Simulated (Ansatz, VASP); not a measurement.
Two plane-wave programs on AlRu

File INCAR:

```
PREC = Accurate
ENCUT = 600
EDIFF = 1E-6
ISMEAR = 0
SIGMA = 0.1
LREAL = False
LASPH = True
NELM = 60
ALGO = Fast
ISIF = 3
LWAVE = False
LCHARG = False
GGA = PE
IBRION = 2
NSW = 90
EDIFFG = -0.04
```

File KPOINTS:

```
regular mesh
0
Gamma
  6 6 6
```

File POSCAR:

```
AlRu
1.0
    3.1316819900      0.0000000000      0.0000000000
    0.0000000000      3.1316819900      0.0000000000
    0.0000000000      0.0000000000      3.1316819900
Al Ru
1 1
Direct
    0.0000000000      0.0000000000      0.0000000000
    0.5000000000      0.5000000000      0.5000000000
```

Input for Ansatz:

```yaml
crystal:
  lattice:
    - [3.13168199, 0.0, 0.0]
    - [0.0, 3.13168199, 0.0]
    - [0.0, 0.0, 3.13168199]
  atoms:
    - { symbol: Al, position: [0.0, 0.0, 0.0] }
    - { symbol: Ru, position: [0.5, 0.5, 0.5] }
basis:
  ecutwfc: 420
kpoints:
  mp_grid: { grid: [6, 6, 6] }
hamiltonian:
  xc: pbe
scf:
  occupations: { method: gaussian, width: 0.1 }
  lower_state_search: "off"
output:
  forces: true
  stress: true
  eigenvalues: true
relax:
  adjacent_minimum: "off"
  f_tol: 0.04
  max_steps: 70
  cell: { stress_tol: 0.4 }
```

Change from the starting cell: species swapped into the GdIn type (Pm-3m, No. 221).

Alike in both runs: task relaxation of cell and atoms; functional PBE; k mesh 6 × 6 × 6; occupations gaussian, width 0.1 eV; no spin polarisation.

|  | VASP | Ansatz |
| --- | --- | --- |
| version | VASP 6.6.1 | Ansatz 0.2.0 |
| potentials or method | VASP PAW PBE potentials, release 64 (Al, Ru_pv) | scalar-relativistic, plane waves, PAW |
| plane-wave cutoff (eV) | 600 | 420 |
| valence electrons in the cell | 17 | 19 |

|  | VASP | Ansatz | Ansatz less VASP |
| --- | --- | --- | --- |
| gap on the k mesh at the Fermi level, each at its own relaxed structure (eV) | none | none | - |
| relaxed volume (Å³/atom) | 13.56 | 13.55 | -0.007 |
| relaxed cell length with the largest relative difference (Å) | 3.004 | 3.004 | -0.0005 |
| energy change over the relaxation (meV/atom) | -123 | -122 | +0.7 |

A gap of «none» marks a metal or a gap that the smearing closes. The two sets of potentials don't hold the same shells in valence.
